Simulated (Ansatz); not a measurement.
# K under changes of volume

One of the cells (78.519 Å³/atom); the others are scaled copies at fixed shape and fractional positions:

```xyz
1
Lattice="-2.6976 2.6976 2.6976 2.6976 -2.6976 2.6976 2.6976 2.6976 -2.6976" Properties=species:S:1:pos:R:3 pbc="T T T"
K     0.0000    0.0000    0.0000
```

- Program: Ansatz 0.2.0
- Functional: PBE
- Dispersion: D4
- Potentials or basis: Ansatz PAW polarizable
- Cutoff: 420 eV (not typed: the program's choice for these potentials)
- k mesh: 7 × 7 × 7
- Occupations: cold, width 0.05 eV
- Spin: collinear spin, random start
- Starting moments: [-0.47] μB

```csv
volume (Å³/atom),energy over the lowest point (meV/atom),pressure (GPa)
73.807,0.00,-0.2
75.378,1.97,-0.2
76.948,?,?
78.519,7.72,-0.3
80.089,11.38,-0.4
81.659,15.51,-0.4
83.230,20.04,-0.5
```

**Question.** What does the run at 76.948 Å³/atom give?

**Answer.** Energy over the lowest point 4.56 meV/atom; pressure -0.3 GPa.

Worked out: A Birch-Murnaghan fit of order 3 (a polynomial in V^(-2/3)) to the other rows has no minimum within the range. It gives 4.56 meV/atom at 76.948 Å³/atom, against the run's 4.56, and -dE/dV = -0.3 GPa, against -0.3.

Energies are extrapolated to zero smearing.

Caveats: pairwise dispersion overbinds metals, which lowers pressure and volume.
